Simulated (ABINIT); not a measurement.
Crystal: PbS.

```xyz
2
Lattice="3.6537 0.0000 0.0000 0.0000 3.6537 0.0000 0.0000 0.0000 3.6537" Properties=species:S:1:pos:R:3 pbc="T T T"
Pb    0.0000    0.0000    0.0000
S     1.8268    1.8268    1.8268
```

Measurements of this composition are mostly on another form, of space group No. 225.

Base run:

```yaml
Program: ABINIT 10.8.3 (patched build)
Functional: RPBE
Potentials_or_basis: JTH PAW PBE v2.0
Cutoff: 707 eV
k_mesh: 7 × 7 × 7
Occupations: fermi-dirac, width 0.05 eV
Spin: no spin polarisation
```

Its results: pressure 1.8 GPa.

Task: The run is repeated on the same cell with these changes: functional from RPBE to LDA. What comes out?

Result: Pressure -5.4 GPa.

LDA binds more tightly than RPBE, so the same cell stands under less pressure.

Caveats: the PAW data sets were made with another functional, which shifts forces and pressure a little.
